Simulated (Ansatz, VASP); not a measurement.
ZnS: VASP beside Ansatz

```
CELL_PARAMETERS angstrom
0.00000 2.75770 2.75770
2.75770 0.00000 2.75770
2.75770 2.75770 0.00000
ATOMIC_POSITIONS crystal
Zn 0.00000 0.00000 0.00000
S 0.75000 0.75000 0.75000
```

Change from the starting cell: volume scaled by 1.06.

Alike in both runs: task single point; functional PBE; k mesh 9 × 9 × 9; occupations fermi-dirac, width 0.01 eV; no spin polarisation.

|  | VASP | Ansatz |
| --- | --- | --- |
| version | VASP 6.6.1 | Ansatz 0.2.0 |
| potentials or method | VASP PAW PBE potentials, release 64 (Zn, S), cutoff 520 eV | all-electron LAPW, scalar-relativistic |

VASP gave:

| Quantity | Value |
| --- | --- |
| gap on the k mesh at the Fermi level (eV) | 1.85 |
| pressure (GPa) | -2.4 |

Task: What did Ansatz give for the same quantities?

Result: gap on the k mesh at the Fermi level (eV): 1.85; pressure (GPa): -2.5.

Ansatz ran all-electron here, so the differences hold the error of VASP's frozen core and of both bases.
